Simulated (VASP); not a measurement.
# Fe: relaxation of cell and atoms with PBE

Crystal: Fe.

```
Fe
1.0
    -1.40737    1.40737    1.40737
     1.40737   -1.40737    1.40737
     1.40737    1.40737   -1.40737
Fe
1
Cartesian
  0.0000 0.0000 0.0000
```

```yaml
Program: VASP 6.6.1
Task: relaxation of cell and atoms
Functional: PBE
Potentials_or_basis: VASP PAW PBE potentials, release 64 (Fe)
Cutoff: 520 eV
k_mesh: 4 × 4 × 4
Occupations: gaussian, width 0.1 eV
Spin: collinear spin, ferromagnetic start
Starting_moments: "[2.5] μB"
Further_INCAR_settings: ALGO = Normal; EDIFF = 1e-07; IBRION = 2; EDIFFG = -0.002; NSW = 80; ISIF = 3
```

* Relaxed volume: 11.15 Å³/atom
* Relaxed cell: a = 2.438 Å, b = 2.438 Å, c = 2.438 Å, α = 109.47°, β = 109.47°, γ = 109.47°
* Space group after relaxing (to 0.05 Å): Im-3m (No. 229)
* Energy gained by relaxing: 0.0 meV/atom
* Ionic steps: 5
* Pressure after relaxing: 0.0 GPa
* Band gap on the k mesh: none (metal or under the smearing width)
* Net moment: 2.00 μB per cell
* Site moments: Fe +1.98 μB
* Valence electrons inside the program's atomic spheres: Fe 7.32

Final structure:
```
Fe
1.0
    -1.40748    1.40748    1.40748
     1.40748   -1.40748    1.40748
     1.40748    1.40748   -1.40748
Fe
1
Direct
  0.00000 0.00000 0.00000
```

Levels at points of the mesh, in eV from the Fermi level:
Spin up:
```
           k point  band 2  band 3  band 4  band 5  band 6  band 7  band 8  band 9
(0.00, 0.00, 0.00)   -2.53   -2.53   -2.53   -1.39   -1.39   24.73   24.73   24.73
(0.50, 0.00, 0.00)   -3.67   -1.27   -1.18    0.07    0.28    7.21   18.05   20.12
(0.50, 0.50, 0.50)   -5.31    0.00    0.00    0.00    9.65    9.65    9.65   15.43
```
Spin down:
```
           k point  band 1  band 2  band 3  band 4  band 5  band 6  band 7  band 8
(0.00, 0.00, 0.00)   -8.75   -0.95   -0.95   -0.95    1.29    1.29   24.59   24.59
(0.50, 0.00, 0.00)   -4.17   -2.25    0.26    1.10    1.55    2.11    8.45   18.22
(0.50, 0.50, 0.50)   -3.51   -3.51    1.80    1.80    1.80    9.94    9.94    9.94
```

It took 6.8 s on 1 thread of Intel(R) Xeon(R) 6975P-C (Granite Rapids), with other jobs on the host, peak memory 0.12 GiB.

Caveat: the k mesh is coarse (spacing up to 0.79 Å⁻¹), so the values aren't converged.
